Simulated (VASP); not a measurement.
# Au (Im-3m) in VASP: further runs

One crystal, Au, is run at these levels: r2SCAN, PBE; tasks: single point.

Everything below comes from runs of VASP 6.6.1. Logs are shortened: lines on timing, memory, paths and dates and some standing lists are left out, and cuts for length are marked.

## Step 1: The crystal as given

Symmetry: Im-3m, No. 229, cubic system. The conventional cell has a = 3.275 Å, b = 3.275 Å, c = 3.275 Å, α = 90.00°, β = 90.00°, γ = 90.00°. Au (site symmetry m-3m) has 8 Au at 2.84 Å as nearest neighbours.

The cell was built by a generator and needn't be a form met in nature.

## Step 2: Single point, r2SCAN

The input, POSCAR:

```
Au
1.0
   -1.6373876547      1.6373876547      1.6373876547
    1.6373876547     -1.6373876547      1.6373876547
    1.6373876547      1.6373876547     -1.6373876547
Au
1
Direct
    0.0000000000      0.0000000000      0.0000000000
```

The input, INCAR.step1:

```
ALGO     = Normal         # electronic algorithm
EDIFF    = 1E-4           # SCF threshold, eV
ENCUT    = 520            # plane-wave cutoff, eV
GGA      = PE             # functional
ISMEAR   = 0              # smearing method
LASPH    = T              # aspherical terms in the spheres
LCHARG   = F              # write CHGCAR
LREAL    = F              # projectors in reciprocal space
LWAVE    = T              # write WAVECAR
NBANDS   = 12             # bands
NELM     = 60             # most SCF steps
PREC     = Accurate       # precision mode
SIGMA    = 0.05           # smearing width, eV
```

The input, INCAR.step2:

```
ALGO     = Normal         # electronic algorithm
EDIFF    = 1E-6           # SCF threshold, eV
ENCUT    = 520            # plane-wave cutoff, eV
ISIF     = 2              # what is computed and relaxed
ISMEAR   = 0              # smearing method
ISTART   = 1            
LASPH    = T              # aspherical terms in the spheres
LCHARG   = F              # write CHGCAR
LMIXTAU  = T            
LREAL    = F              # projectors in reciprocal space
LWAVE    = F              # write WAVECAR
METAGGA  = R2SCAN         # meta-GGA
NBANDS   = 12             # bands
NELM     = 60             # most SCF steps
PREC     = Accurate       # precision mode
SIGMA    = 0.05           # smearing width, eV
```

The input, KPOINTS:

```
k-points
0
Gamma
  18 18 18
```

Potentials or basis: VASP PAW PBE potentials, release 64 (Au).

Launch:

```
> cat potpaw_PBE.64/Au/POTCAR > POTCAR
> cp INCAR.step1 INCAR
> mpirun -np 1 vasp_std > vasp.out
> cp INCAR.step2 INCAR
> mpirun -np 1 vasp_std > vasp.out
```

OUTCAR:

```text
EDIFF = 1E-6
   ENCUT = 520
   ISIF = 2
   ISMEAR = 0
   ISTART = 1
   LASPH = T
   LREAL = F
   METAGGA = R2SCAN
   NELM = 60
   PREC = Accurate

 ion  position               nearest neighbor table
   1  0.000  0.000  0.000-

  LATTYP: Found a body centered cubic cell.
 ALAT       =     3.2747753094

  Lattice vectors:

 A1 = (  -1.6373876547,   1.6373876547,   1.6373876547)
 A2 = (   1.6373876547,  -1.6373876547,   1.6373876547)
 A3 = (   1.6373876547,   1.6373876547,  -1.6373876547)

Analysis of symmetry for initial positions (statically):
=====================================================================
 Subroutine PRICEL returns:
 Original cell was already a primitive cell.

 Routine SETGRP: Setting up the symmetry group for a
 body centered cubic supercell.

 Subroutine GETGRP returns: Found 48 space group operations
 (whereof 48 operations were pure point group operations)
 out of a pool of 48 trial point group operations.

The static configuration has the point symmetry O_h .

Analysis of symmetry for dynamics (positions and initial velocities):
=====================================================================
 Subroutine PRICEL returns:
 Original cell was already a primitive cell.

 Routine SETGRP: Setting up the symmetry group for a
 body centered cubic supercell.

 Subroutine GETGRP returns: Found 48 space group operations
 (whereof 48 operations were pure point group operations)
 out of a pool of 48 trial point group operations.

The dynamic configuration has the point symmetry O_h .

 Subroutine INISYM returns: Found 48 space group operations
 (whereof 48 operations are pure point group operations),
 and found     1 'primitive' translations

----------------------------------------------------------------------------------------

                                     Primitive cell

  volume of cell :      17.5596

  direct lattice vectors                    reciprocal lattice vectors
    -1.637387655  1.637387655  1.637387655     0.000000000  0.305364462  0.305364462
     1.637387655 -1.637387655  1.637387655     0.305364462  0.000000000  0.305364462
     1.637387655  1.637387655 -1.637387655     0.305364462  0.305364462  0.000000000

  length of vectors
     2.836038610  2.836038610  2.836038610     0.431850563  0.431850563  0.431850563

  position of ions in fractional coordinates (direct lattice)
     0.000000000  0.000000000  0.000000000

  ion indices of the primitive-cell ions
   primitive index   ion index
                 1           1

----------------------------------------------------------------------------------------

 KPOINTS: k-points

Automatic generation of k-mesh.
 Grid dimensions read from file:
 generate k-points for:   18   18   18

 Generating k-lattice:

  Cartesian coordinates                     Fractional coordinates (reciprocal lattice)
     0.000000000  0.016964692  0.016964692     0.055555556  0.000000000  0.000000000
     0.016964692  0.000000000  0.016964692     0.000000000  0.055555556  0.000000000
     0.016964692  0.016964692  0.000000000     0.000000000  0.000000000  0.055555556

  Length of vectors
     0.023991698  0.023991698  0.023991698

  Shift w.r.t. Gamma in fractional coordinates (k-lattice)
     0.000000000  0.000000000  0.000000000

 Subroutine IBZKPT returns following result:
 ===========================================

 Found    195 irreducible k-points:

 Following reciprocal coordinates:
            Coordinates               Weight
  0.000000  0.000000  0.000000      1.000000
  0.055556  0.000000  0.000000     12.000000
  0.111111  0.000000  0.000000     12.000000
  0.166667  0.000000  0.000000     12.000000
  0.222222  0.000000  0.000000     12.000000
  0.277778  0.000000  0.000000     12.000000
[... 16 lines left out ...]
  0.333333  0.111111  0.000000     48.000000
  0.388889  0.111111  0.000000     48.000000
 [... further k-points ...]
   k-points           NKPTS =    195   k-points in BZ     NKDIM =    195   number of bands    NBANDS=     12
   number of dos      NEDOS =    301   number of ions     NIONS =      1
   total plane-waves  NPLWV =  13824
   dimension x,y,z NGX =    24 NGY =   24 NGZ =   24
   dimension x,y,z NGXF=    48 NGYF=   48 NGZF=   48
   ions per type =               1
   NGX,Y,Z   is equivalent  to a cutoff of  14.07, 14.07, 14.07 a.u.
   NGXF,Y,Z  is equivalent  to a cutoff of  28.14, 28.14, 28.14 a.u.
 SYSTEM =  unknown system
   PREC   = accura    normal or accurate (medium, high low for compatibility)
   ISTART =      1    job   : 0-new  1-cont  2-samecut
   ICHARG =      0    charge: 1-file 2-atom 10-const
   ISPIN  =      1    spin polarized calculation?
   LNONCOLLINEAR =      F non collinear calculations
   LSORBIT =      F    spin-orbit coupling
   LASPH  =      T    aspherical Exc in radial PAW
   ENCUT  =  520.0 eV  38.22 Ry    6.18 a.u.   5.27  5.27  5.27*2*pi/ulx,y,z
   NELM   =     60;   NELMIN=  2; NELMDL=  0     # of ELM steps
   EDIFF  = 0.1E-05   stopping-criterion for ELM
   LREAL  =      F    real-space projection
   EDIFFG = 0.1E-04   stopping-criterion for IOM
   NSW    =      0    number of steps for IOM
   IBRION =     -1    ionic relax: 0-MD 1-quasi-New 2-CG
   NFREE  =      0    steps in history (QN), initial steepest desc. (CG)
   ISIF   =      2    stress and relaxation
   ISYM   =      2    0-nonsym 1-usesym 2-fastsym
   POTIM  = 0.5000    time-step for ionic-motion
   TEBEG  =    0.0;   TEEND  =   0.0 temperature during run
   PSTRESS=    0.0 pullay stress
   NELECT =      11.0000    total number of electrons
   NUPDOWN=      -1.0000    fix difference up-down
   EMIN   =  10.00;   EMAX   =-10.00  energy-range for DOS
   EFERMI =   0.00;   METHOD = LEGACY
   ISMEAR =     0;   SIGMA  =   0.05  broadening in eV -4-tet -1-fermi 0-gaus
   EFERMI_NEDOS =   21; number of points for ismear=-14 and -15
   IALGO  =     38    algorithm
   IMIX   =      4    mixing-type and parameters
     AMIX     =   0.40;   BMIX     =  1.00
     AMIX_MAG =   1.60;   BMIX_MAG =  1.00
  volume/ion in A,a.u.               =      17.56       118.50
  Fermi-wavevector in a.u.,A,eV,Ry     =   1.400772  2.647076 26.696850  1.962163
  Thomas-Fermi vector in A             =   2.523700
   LORBIT       =      0    0 simple, 1 ext, 2 COOP (PROOUT), +10 PAW based schemes
   METAGGA = R2SCAN    functional components
   LHFCALC =     F    Hartree Fock is set to
   AEXX    =    0.0000 exact exchange contribution
   IVDW    =     0    specifies the selected vdW correction
   LEPSILON=     F    determine dielectric tensor
   LRPA    =     F    only Hartree local field effects (RPA)
 non-spin polarized calculation
 Gauss-broadening in eV      SIGMA  =   0.05
  energy-cutoff  :      520.00
  volume of cell :       17.56
 maximum number of plane-waves:       490
 NGX is ok and might be reduce to    24
   NGX = 11   NGY = 11   NGZ = 11

 number of electron      11.0000001 magnetization

 Free energy of the ion-electron system (eV)
  ---------------------------------------------------
  ext. energy  EPLUGINS =         0.00000000
  ---------------------------------------------------
  free energy    TOTEN  =       -50.57501997 eV

  energy without entropy =      -50.57491173  energy(sigma->0) =      -50.57496585

 E-fermi :   8.9385     XC(G=0): -13.4163

 val. band max:        8.9154470168   @ k =   0.5000   0.5000   0.0556
 cond. band min:       9.0092043212   @ k =  -0.3333   0.3333   0.3333
 fundamental gap:      0.0937573044
 Fermi energy:         8.9385455814

 k-point     1 :       0.0000    0.0000    0.0000
  band No.  band energies     occupation
      1      -0.9142      2.00000
      2       3.8553      2.00000
      3       3.8553      2.00000
      4       3.8553      2.00000
      5       5.7439      2.00000
      6       5.7439      2.00000
      7      26.2590      0.00000
      8      26.2590      0.00000
      9      26.2590      0.00000
     10      33.5663      0.00000
     11      33.5663      0.00000
     12      33.5663      0.00000

 k-point     2 :       0.0556    0.0000    0.0000
  band No.  band energies     occupation
      1      -0.7988      2.00000
      2       3.8199      2.00000
      3       3.8597      2.00000
      4       3.9356      2.00000
      5       5.7012      2.00000
      6       5.7461      2.00000
      7      26.2327      0.00000
      8      26.2867      0.00000
      9      26.4017      0.00000
     10      32.2680      0.00000
     11      32.2931      0.00000
     12      33.1372      0.00000

 k-point     3 :       0.1111    0.0000    0.0000
  band No.  band energies     occupation
      1      -0.4617      2.00000
      2       3.7193      2.00000
      3       3.8701      2.00000
      4       4.1720      2.00000
      5       5.5963      2.00000
      6       5.7533      2.00000
      7      25.9250      0.00000
      8      26.2561      0.00000
      9      26.8175      0.00000
     10      30.5019      0.00000
     11      30.9832      0.00000
     12      31.9969      0.00000
[... 286 lines left out ...]
 k-point    23 :       0.3333    0.1111    0.0000
  band No.  band energies     occupation
      1       1.8886      2.00000
      2       2.9909      2.00000
      3       4.9914      2.00000
      4       5.5810      2.00000
      5       6.0958      2.00000
      6       7.9327      2.00000
      7      15.4198      0.00000
      8      21.6247      0.00000
      9      23.4676      0.00000
     10      30.2446      0.00000
     11      32.6884      0.00000
     12      32.9584      0.00000

 k-point    24 :       0.3889    0.1111    0.0000
  band No.  band energies     occupation
      1       1.8596      2.00000
      2       2.9130      2.00000
      3       5.3538      2.00000
      4       5.6208      2.00000
      5       6.4308      2.00000
      6       9.0679      0.00025
      7      13.4053      0.00000
      8      21.1365      0.00000
      9      22.9197      0.00000
     10      30.8041      0.00000
     11      32.6399      0.00000
     12      32.8752      0.00000

 [... further k-points ...]

------------------------ aborting loop because EDIFF is reached ----------------------------------------

  FORCE on cell =-STRESS in cart. coord.  units (eV):
  Direction    XX          YY          ZZ          XY          YZ          ZX
  --------------------------------------------------------------------------------------
  -------------------------------------------------------------------------------------
  Total        0.0312126      0.0312126      0.0312126      0.0000000     -0.0000000      0.0000000
  in kB        2.8479081      2.8479081      2.8479081      0.0000000     -0.0000000      0.0000000
  external PRESSURE =       2.8479081 kB  Pullay stress =       0.0000000 kB

 VOLUME and BASIS-vectors are now :
 -----------------------------------------------------------------------------
  energy-cutoff  :      520.00
  volume of cell :       17.56
      direct lattice vectors                 reciprocal lattice vectors
    -1.637387655  1.637387655  1.637387655     0.000000000  0.305364462  0.305364462
     1.637387655 -1.637387655  1.637387655     0.305364462  0.000000000  0.305364462
     1.637387655  1.637387655 -1.637387655     0.305364462  0.305364462  0.000000000

 POSITION                                       TOTAL-FORCE (eV/Angst)
 -----------------------------------------------------------------------------------
      0.00000      0.00000      0.00000         0.000000     -0.000000     -0.000000
 -----------------------------------------------------------------------------------
    total drift:                               -0.000000      0.000000      0.000000

  FREE ENERGIE OF THE ION-ELECTRON SYSTEM (eV)
  ---------------------------------------------------
  free  energy   TOTEN  =       -50.5750199748 eV

  energy  without entropy=      -50.5749117278  energy(sigma->0) =      -50.57496585
```

It took 43 s on 1 thread of Intel Xeon 6975P-C (Granite Rapids), shared host; peak memory 0.17 GiB.

What came out:

- Free energy: -50.5750 eV
- Pressure: 0.3 GPa
- Band gap on the k mesh: none (metal or under the smearing width)

Caveat: the PAW data sets were made with another functional, which shifts forces and pressure a little.

## Step 3: Single point, PBE

This run uses another cell than the first one, of 16.98 Å³/atom, 0.967 times its volume.

The input, INCAR:

```
PREC = Accurate
ENCUT = 520
EDIFF = 1E-6
ISMEAR = 0
SIGMA = 0.05
LREAL = F
LASPH = T
NELM = 80
ALGO = Fast
ISIF = 2
LWAVE = F
LCHARG = T
GGA = PE
LELF = T
LVHAR = T
NBANDS = 12
```

The input, KPOINTS:

```
regular mesh
0
Gamma
  8 8 8
```

The input, POSCAR:

```
Au
1.0
   -1.6191481830      1.6191481830      1.6191481830
    1.6191481830     -1.6191481830      1.6191481830
    1.6191481830      1.6191481830     -1.6191481830
Au
1
Direct
    0.0000000000      0.0000000000      0.0000000000
```

Potentials or basis: VASP PAW PBE potentials, release 64 (Au).

Launch:

```
> cat potpaw_PBE.64/Au/POTCAR > POTCAR
> mpirun -np 1 vasp_std > vasp.out
```

It took 3.6 s on 1 thread of Intel Xeon 6975P-C (Granite Rapids), shared host; peak memory 0.13 GiB.

Results (log left out):

| Property | Result |
| --- | --- |
| Free energy | -3.1311 eV |
| Pressure | 9.2 GPa |
| Band gap on the k mesh | none (metal or under the smearing width) |

Levels at points of the mesh, in eV from the Fermi level:
```
           k point  band 2  band 3  band 4  band 5  band 6  band 7  band 8  band 9
(0.00, 0.00, 0.00)   -5.15   -5.15   -5.15   -3.20   -3.20   16.29   16.29   16.29
(0.50, 0.00, 0.00)   -6.25   -3.35   -3.00   -1.65   -0.87    3.35   12.17   13.73
(0.50, 0.50, 0.50)   -7.12   -2.03   -2.03   -2.03    6.09    6.09    6.09    9.56
```

Spin-orbit coupling is left out, which matters for the levels of Au.

## Step 4: Single point, r2SCAN

The input, POSCAR:

```
Au
1.0
   -1.6373876547      1.6373876547      1.6373876547
    1.6373876547     -1.6373876547      1.6373876547
    1.6373876547      1.6373876547     -1.6373876547
Au
1
Direct
    0.0000000000      0.0000000000      0.0000000000
```

The input, INCAR.step1:

```
PREC = Accurate
ENCUT = 520
ISMEAR = 0
SIGMA = 0.05
LREAL = F
LASPH = T
NELM = 100
NBANDS = 12
GGA = PE
ALGO = Normal
EDIFF = 1E-4
LWAVE = T
LCHARG = F
```

The input, INCAR.step2:

```
PREC = Accurate
ENCUT = 520
EDIFF = 1E-7
ISMEAR = 0
SIGMA = 0.05
LREAL = F
LASPH = T
NELM = 100
ALGO = Normal
ISIF = 2
LWAVE = F
LCHARG = F
METAGGA = R2SCAN
LMIXTAU = T
NBANDS = 12
ISTART = 1
```

The input, KPOINTS:

```
regular mesh
0
Gamma
  18 18 18
```

Launch:

```
> cat potpaw_PBE.64/Au/POTCAR > POTCAR
> cp INCAR.step1 INCAR
> mpirun -np 1 vasp_std > vasp.out
> cp INCAR.step2 INCAR
> mpirun -np 1 vasp_std > vasp.out
```

Wall time 46 s (1 thread of Intel Xeon 6975P-C (Granite Rapids), shared host); peak memory 0.17 GiB.

It converged, with:

```yaml
Free_energy: -50.5750 eV
Pressure: 0.3 GPa
Band_gap_on_the_k_mesh: none (metal or under the smearing width)
```

Levels at points of the mesh, in eV from the Fermi level:
| k point | band 2 | band 3 | band 4 | band 5 | band 6 | band 7 | band 8 | band 9 | band 10 | band 11 |
| --- | --- | --- | --- | --- | --- | --- | --- | --- | --- | --- |
| (0.00, 0.00, 0.00) | -5.08 | -5.08 | -5.08 | -3.19 | -3.19 | 17.32 | 17.32 | 17.32 | 24.63 | 24.63 |
| (0.50, 0.00, 0.00) | -6.14 | -3.34 | -3.02 | -1.66 | -0.43 | 3.42 | 12.99 | 14.21 | 22.25 | 22.64 |
| (0.50, 0.50, 0.50) | -6.95 | -2.04 | -2.04 | -2.04 | 6.53 | 6.53 | 6.53 | 9.69 | 16.31 | 16.31 |

Caveat: the PAW data sets were made with another functional, which shifts forces and pressure a little.

[end of part 1 of 2]
